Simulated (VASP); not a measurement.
# GeSbTe3 (R3m) in VASP: reference runs

Aim: a first look at GeSbTe3 with PBE, on the cell as given.

Program: VASP 6.6.1. These are calculated values, not measurements. Logs are shortened: lines on timing, memory, paths and dates and some standing lists are left out, and cuts for length are marked.

**1. The structure**

Symmetry: R3m, No. 160, trigonal system. The conventional cell has a = 4.207 Å, b = 4.207 Å, c = 29.614 Å, α = 90.00°, β = 90.00°, γ = 120.00°. Te (site symmetry 3m) is surrounded by 3 Ge at 2.86 Å. Te (site symmetry 3m) has 3 Sb at 3.04 Å as nearest neighbours. Around Te (site symmetry 3m) lie 3 Sb at 3.12 Å and 3 Ge at 3.14 Å. Sb (site symmetry 3m) is surrounded by 6 Te at 3.04 to 3.12 Å. Ge (site symmetry 3m) is surrounded by 6 Te at 2.86 to 3.14 Å.

The cell comes from a database or a generator and needn't be the stable form of this composition.

**2. Single point, PBE**

INCAR

```
  PREC = Accurate
  ENCUT = 520
  EDIFF = 1E-7
  ISMEAR = -1
  SIGMA = 0.05
  LREAL = False
  LASPH = True
  NELM = 60
  ALGO = Normal
  ISIF = 2
  LWAVE = False
  LCHARG = False
  GGA = PE
  NBANDS = 26
```

KPOINTS

```
regular mesh
0
Gamma
  7 7 7
```

POSCAR

```
GeSbTe3
1.0
    2.1034800504      1.2144447733      9.8714625907
   -2.1034800504      1.2144447733      9.8714625907
    0.0000000000     -2.4288895466      9.8714625907
Te Sb Ge
3 1 1
Direct
    0.2135430000      0.2135430000      0.2135430000
    0.7925750000      0.7925750000      0.7925750000
    0.9983600000      0.9983600000      0.9983600000
    0.3977000000      0.3977000000      0.3977000000
    0.5978230000      0.5978230000      0.5978230000
```

Potentials or basis: VASP PAW PBE potentials, release 64 (Te, Sb, Ge_d).

On the command line:

```sh
> cat potpaw_PBE.64/Te/POTCAR potpaw_PBE.64/Sb/POTCAR potpaw_PBE.64/Ge_d/POTCAR > POTCAR
> mpirun -np 1 vasp_std > vasp.out
```

OUTCAR:

```text
PREC = Accurate
   ENCUT = 520
   EDIFF = 1E-7
   ISMEAR = -1
   LREAL = False
   LASPH = True
   NELM = 60
   ISIF = 2
   GGA = PE

 ion  position               nearest neighbor table
   1  0.214  0.214  0.214-   5 2.86   5 2.86   5 2.86   2 3.55   2 3.55   2 3.55
   2  0.793  0.793  0.793-   4 3.04   4 3.04   4 3.04   1 3.55   1 3.55   1 3.55
   3  0.998  0.998  0.998-   4 3.12   4 3.12   4 3.12   5 3.14   5 3.14   5 3.14
   4  0.398  0.398  0.398-   2 3.04   2 3.04   2 3.04   3 3.12   3 3.12   3 3.12
   5  0.598  0.598  0.598-   1 2.86   1 2.86   1 2.86   3 3.14   3 3.14   3 3.14

  LATTYP: Found a trigonal (rhomboedric) cell.
 ALAT       =    10.1658879646
 COS(alpha) =     0.9143719306

  Lattice vectors:

 A1 = (   2.1034800504,   1.2144447733,   9.8714625907)
 A2 = (  -2.1034800504,   1.2144447733,   9.8714625907)
 A3 = (   0.0000000000,  -2.4288895466,   9.8714625907)

Analysis of symmetry for initial positions (statically):
=====================================================================
 Subroutine PRICEL returns:
 Original cell was already a primitive cell.

 Routine SETGRP: Setting up the symmetry group for a
 trigonal (rhombohedral) supercell.

 Subroutine GETGRP returns: Found  6 space group operations
 (whereof  6 operations were pure point group operations)
 out of a pool of 12 trial point group operations.

The static configuration has the point symmetry C_3v.

Analysis of symmetry for dynamics (positions and initial velocities):
=====================================================================
 Subroutine PRICEL returns:
 Original cell was already a primitive cell.

 Routine SETGRP: Setting up the symmetry group for a
 trigonal (rhombohedral) supercell.

 Subroutine GETGRP returns: Found  6 space group operations
 (whereof  6 operations were pure point group operations)
 out of a pool of 12 trial point group operations.

The dynamic configuration has the point symmetry C_3v.

 Subroutine INISYM returns: Found  6 space group operations
 (whereof  6 operations are pure point group operations),
 and found     1 'primitive' translations

----------------------------------------------------------------------------------------

                                     Primitive cell

  volume of cell :     151.3035

  direct lattice vectors                    reciprocal lattice vectors
     2.103480050  1.214444773  9.871462591     0.237701327  0.137236925  0.033767370
    -2.103480050  1.214444773  9.871462591    -0.237701327  0.137236925  0.033767370
     0.000000000 -2.428889547  9.871462591     0.000000000 -0.274473851  0.033767370

  length of vectors
    10.165887965 10.165887965 10.165887965     0.276543179  0.276543179  0.276543179

  position of ions in fractional coordinates (direct lattice)
     0.213543000  0.213543000  0.213543000
     0.792575000  0.792575000  0.792575000
     0.998360000  0.998360000  0.998360000
     0.397700000  0.397700000  0.397700000
     0.597823000  0.597823000  0.597823000

  ion indices of the primitive-cell ions
   primitive index   ion index
                 1           1
                 2           2
                 3           3
                 4           4
                 5           5

----------------------------------------------------------------------------------------

 KPOINTS: regular mesh

Automatic generation of k-mesh.
 Grid dimensions read from file:
 generate k-points for:    7    7    7

 Generating k-lattice:

  Cartesian coordinates                     Fractional coordinates (reciprocal lattice)
     0.033957332  0.019605275  0.004823910     0.142857143 -0.000000000  0.000000000
    -0.033957332  0.019605275  0.004823910    -0.000000000  0.142857143  0.000000000
     0.000000000 -0.039210550  0.004823910     0.000000000  0.000000000  0.142857143

  Length of vectors
     0.039506168  0.039506168  0.039506168

  Shift w.r.t. Gamma in fractional coordinates (k-lattice)
     0.000000000  0.000000000  0.000000000

 Subroutine IBZKPT returns following result:
 ===========================================

 Found     44 irreducible k-points:

 Following reciprocal coordinates:
            Coordinates               Weight
  0.000000  0.000000  0.000000      1.000000
  0.142857  0.000000 -0.000000      6.000000
  0.285714 -0.000000 -0.000000      6.000000
  0.428571  0.000000 -0.000000      6.000000
  0.142857  0.142857 -0.000000      6.000000
  0.285714  0.142857 -0.000000     12.000000
[... 16 lines left out ...]
  0.285714  0.285714  0.142857      6.000000
  0.428571  0.285714  0.142857     12.000000
 [... further k-points ...]
   k-points           NKPTS =     44   k-points in BZ     NKDIM =     44   number of bands    NBANDS=     26
   number of dos      NEDOS =    301   number of ions     NIONS =      5
   total plane-waves  NPLWV = 512000
   dimension x,y,z NGX =    80 NGY =   80 NGZ =   80
   dimension x,y,z NGXF=   160 NGYF=  160 NGZF=  160
   ions per type =               3   1   1
   NGX,Y,Z   is equivalent  to a cutoff of  13.08, 13.08, 13.08 a.u.
   NGXF,Y,Z  is equivalent  to a cutoff of  26.17, 26.17, 26.17 a.u.
 SYSTEM =  unknown system
   PREC   = accura    normal or accurate (medium, high low for compatibility)
   ISTART =      0    job   : 0-new  1-cont  2-samecut
   ICHARG =      2    charge: 1-file 2-atom 10-const
   ISPIN  =      1    spin polarized calculation?
   LNONCOLLINEAR =      F non collinear calculations
   LSORBIT =      F    spin-orbit coupling
   LASPH  =      T    aspherical Exc in radial PAW
   ENCUT  =  520.0 eV  38.22 Ry    6.18 a.u.  18.90 18.90 18.90*2*pi/ulx,y,z
   NELM   =     60;   NELMIN=  2; NELMDL= -5     # of ELM steps
   EDIFF  = 0.1E-06   stopping-criterion for ELM
   LREAL  =      F    real-space projection
   EDIFFG = 0.1E-05   stopping-criterion for IOM
   NSW    =      0    number of steps for IOM
   IBRION =     -1    ionic relax: 0-MD 1-quasi-New 2-CG
   NFREE  =      0    steps in history (QN), initial steepest desc. (CG)
   ISIF   =      2    stress and relaxation
   ISYM   =      2    0-nonsym 1-usesym 2-fastsym
   POTIM  = 0.5000    time-step for ionic-motion
   TEBEG  =    0.0;   TEEND  =   0.0 temperature during run
   PSTRESS=    0.0 pullay stress
   NELECT =      37.0000    total number of electrons
   NUPDOWN=      -1.0000    fix difference up-down
   EMIN   =  10.00;   EMAX   =-10.00  energy-range for DOS
   EFERMI =   0.00;   METHOD = LEGACY
   ISMEAR =    -1;   SIGMA  =   0.05  broadening in eV -4-tet -1-fermi 0-gaus
   EFERMI_NEDOS =   21; number of points for ismear=-14 and -15
   IALGO  =     38    algorithm
   IMIX   =      4    mixing-type and parameters
     AMIX     =   0.40;   BMIX     =  1.00
     AMIX_MAG =   1.60;   BMIX_MAG =  1.00
  volume/ion in A,a.u.               =      30.26       204.21
  Fermi-wavevector in a.u.,A,eV,Ry     =   1.023747  1.934600 14.259680  1.048057
  Thomas-Fermi vector in A             =   2.157497
   LORBIT       =      0    0 simple, 1 ext, 2 COOP (PROOUT), +10 PAW based schemes
   GGA     = PE    functional components
   LHFCALC =     F    Hartree Fock is set to
   AEXX    =    0.0000 exact exchange contribution
   IVDW    =     0    specifies the selected vdW correction
   LEPSILON=     F    determine dielectric tensor
   LRPA    =     F    only Hartree local field effects (RPA)
 non-spin polarized calculation
  energy-cutoff  :      520.00
  volume of cell :      151.30
 maximum number of plane-waves:      4096
 NGX is ok and might be reduce to    80
   NGX = 37   NGY = 37   NGZ = 37

 number of electron      37.0000003 magnetization

 Free energy of the ion-electron system (eV)
  ---------------------------------------------------
  ext. energy  EPLUGINS =         0.00000000
  ---------------------------------------------------
  free energy    TOTEN  =       -18.41390374 eV

  energy without entropy =      -18.38899222  energy(sigma->0) =      -18.40144798

 E-fermi :   5.9086     XC(G=0):  -9.4621

 val. band max:        5.9046004498   @ k =  -0.2857   0.4286   0.1429
 cond. band min:       5.9416910357   @ k =   0.2857   0.1429  -0.0000
 fundamental gap:      0.0370905859
 Fermi energy:         5.9086394296

 k-point     1 :       0.0000    0.0000    0.0000
  band No.  band energies     occupation
      1     -18.6344      2.00000
      2     -18.6344      2.00000
      3     -18.6326      2.00000
      4     -18.6235      2.00000
      5     -18.6235      2.00000
      6      -6.8873      2.00000
[... 18 lines left out ...]
     25       8.7596      0.00000
     26      10.9332      0.00000

 k-point     2 :       0.1429    0.0000   -0.0000
  band No.  band energies     occupation
      1     -18.6350      2.00000
      2     -18.6344      2.00000
      3     -18.6323      2.00000
      4     -18.6235      2.00000
      5     -18.6230      2.00000
      6      -6.6973      2.00000
[... 18 lines left out ...]
     25       9.3867      0.00000
     26      10.5734      0.00000

 k-point     3 :       0.2857   -0.0000   -0.0000
  band No.  band energies     occupation
      1     -18.6363      2.00000
      2     -18.6344      2.00000
      3     -18.6316      2.00000
      4     -18.6236      2.00000
      5     -18.6218      2.00000
      6      -6.1503      2.00000
[... 18 lines left out ...]
     25      10.0058      0.00000
     26      10.8680      0.00000

 k-point     4 :       0.4286    0.0000   -0.0000
  band No.  band energies     occupation
      1     -18.6374      2.00000
      2     -18.6344      2.00000
      3     -18.6311      2.00000
      4     -18.6236      2.00000
      5     -18.6209      2.00000
      6      -5.3683      2.00000
[... 18 lines left out ...]
     25      10.2792      0.00000
     26      10.5420      0.00000
[... 496 lines left out ...]
      1     -18.6363      2.00000
      2     -18.6344      2.00000
      3     -18.6316      2.00000
      4     -18.6236      2.00000
      5     -18.6218      2.00000
      6      -6.1614      2.00000
[... 18 lines left out ...]
     25       9.9158      0.00000
     26      10.5174      0.00000

 k-point    23 :       0.2857    0.2857    0.1429
  band No.  band energies     occupation
      1     -18.6350      2.00000
      2     -18.6344      2.00000
      3     -18.6323      2.00000
      4     -18.6235      2.00000
      5     -18.6230      2.00000
      6      -6.6391      2.00000
[... 18 lines left out ...]
     25       9.5898      0.00000
     26      10.8204      0.00000

 k-point    24 :       0.4286    0.2857    0.1429
  band No.  band energies     occupation
      1     -18.6359      2.00000
      2     -18.6345      2.00000
      3     -18.6318      2.00000
      4     -18.6235      2.00000
      5     -18.6222      2.00000
      6      -6.2533      2.00000
[... 18 lines left out ...]
     25       9.9615      0.00000
     26      10.7080      0.00000

 [... further k-points ...]
[... 5 lines left out ...]
  --------------------------------------------------------------------------------------
  -------------------------------------------------------------------------------------
  Total        0.0244279      0.0244279      0.1836115      0.0000000      0.0000000      0.0000000
  in kB        0.2586714      0.2586714      1.9442925      0.0000000      0.0000000      0.0000000
  external PRESSURE =       0.8205451 kB  Pullay stress =       0.0000000 kB

 VOLUME and BASIS-vectors are now :
 -----------------------------------------------------------------------------
  energy-cutoff  :      520.00
  volume of cell :      151.30
      direct lattice vectors                 reciprocal lattice vectors
     2.103480050  1.214444773  9.871462591     0.237701327  0.137236925  0.033767370
    -2.103480050  1.214444773  9.871462591    -0.237701327  0.137236925  0.033767370
     0.000000000 -2.428889547  9.871462591     0.000000000 -0.274473851  0.033767370

 POSITION                                       TOTAL-FORCE (eV/Angst)
 -----------------------------------------------------------------------------------
      0.00000      0.00000      6.32395         0.000000     -0.000000      0.064008
      0.00000      0.00000     23.47162         0.000000      0.000000     -0.070248
      0.00000      0.00000     29.56582         0.000000      0.000000     -0.030535
      0.00000      0.00000     11.77764         0.000000      0.000000     -0.012777
      0.00000      0.00000     17.70416         0.000000      0.000000      0.049552
 -----------------------------------------------------------------------------------
    total drift:                               -0.000000      0.000000      0.000211

  FREE ENERGIE OF THE ION-ELECTRON SYSTEM (eV)
  ---------------------------------------------------
  free  energy   TOTEN  =       -18.4139037381 eV

  energy  without entropy=      -18.3889922238  energy(sigma->0) =      -18.40144798
```

Wall time 16 min (1 thread of Intel Xeon Platinum 8375C at 2.90GHz (Ice Lake), shared host); peak memory 1 GiB.

Results:

- Free energy: -18.4139 eV
- Pressure: 0.1 GPa
- Largest force: 0.070 eV/Å
- Band gap on the k mesh: none (metal or under the smearing width)

Forces in eV/Å, atoms in the order of the input:
```
Te   0.000  0.000  0.064
Te   0.000  0.000 -0.070
Te   0.000  0.000 -0.031
Sb   0.000  0.000 -0.013
Ge   0.000  0.000  0.050
```

Stress tensor (GPa, compression positive):
```
0.03 0.00 0.00
0.00 0.03 0.00
0.00 0.00 0.19
```

The run has no spin-orbit coupling, so splittings on Sb, Te are missing.
